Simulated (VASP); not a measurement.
## From VASP inputs to Ansatz: CdTe (strained zincblende)

INCAR

```
LWAVE = .FALSE.
ALGO = Normal
NBANDS = 16
EDIFF = 1E-7
SIGMA = 0.01
METAGGA = R2SCAN
NSW = 0
ENCUT = 520
NELM = 120
ISMEAR = 0
LELF = .TRUE.
LCHARG = .TRUE.
LREAL = .FALSE.
IBRION = -1
PREC = Accurate
LASPH = .TRUE.
ISIF = 2
```

KPOINTS

```
KPOINTS created by Atomic Simulation Environment
0
Gamma
6 6 6
0 0 0
```

KPOINTS_OPT

```
special points
6
Reciprocal
0.0000000000 0.0000000000 0.0000000000 1
-0.5000000000 -0.5000000000 0.0000000000 1
-0.3750000000 -0.3750000000 0.2500000000 1
-0.3750000000 0.0000000000 0.3750000000 1
0.0000000000 0.0000000000 0.5000000000 1
-0.5000000000 -0.2500000000 0.2500000000 1
```

POSCAR

```
Cd Te
 1.0000000000000000
     0.0000000000000000    3.2799551162000000    3.2471555649999999
     3.2799551162000000    0.0000000000000000    3.2471555649999999
     3.2799551162000000    3.2799551162000000    0.0000000000000000
 Cd  Te
   1   1
Cartesian
  0.0000000000000000  0.0000000000000000  0.0000000000000000
  1.6399775581000000  1.6399775581000000  1.6235777825000000
```

VASP ran with the recommended PBE PAW datasets (18 valence electrons in the cell).

Task: Translate these files to an Ansatz input.

Result: 

```yaml
crystal:
  lattice:
    - [0.0, 3.2799551162, 3.247155565]
    - [3.2799551162, 0.0, 3.247155565]
    - [3.2799551162, 3.2799551162, 0.0]
  atoms:
    - { symbol: Cd, position: [0.0, 0.0, 0.0] }
    - { symbol: Te, position: [0.25, 0.25, 0.25] }
kpoints:
  mp_grid: { grid: [6, 6, 6] }
  band_path:
    path:
      - [0.0, 0.0, 0.0]
      - [-0.5, -0.5, 0.0]
      - [-0.375, -0.375, 0.25]
      - [-0.375, 0.0, 0.375]
      - [0.0, 0.0, 0.5]
      - [-0.5, -0.25, 0.25]
    npoints: 1
hamiltonian:
  xc: r2scan
scf:
  occupations: { method: fixed }
  n_extra_bands: 4
output:
  forces: true
  stress: true
  eigenvalues: true
```

Other inputs would serve too.

```json
{"": "gap between bands v and c", "VASP": "1.16 eV", "Ansatz": "1.17 eV"}
{"": "least direct gap", "VASP": "1.16 eV", "Ansatz": "1.17 eV"}
{"": "pressure", "VASP": "0.5 GPa", "Ansatz": "0.4 GPa"}
```

Datasets and cutoffs are each program's own. VASP's cell holds 18 valence electrons and Ansatz's 36. Ansatz's stress includes a Pulay correction; VASP's doesn't.
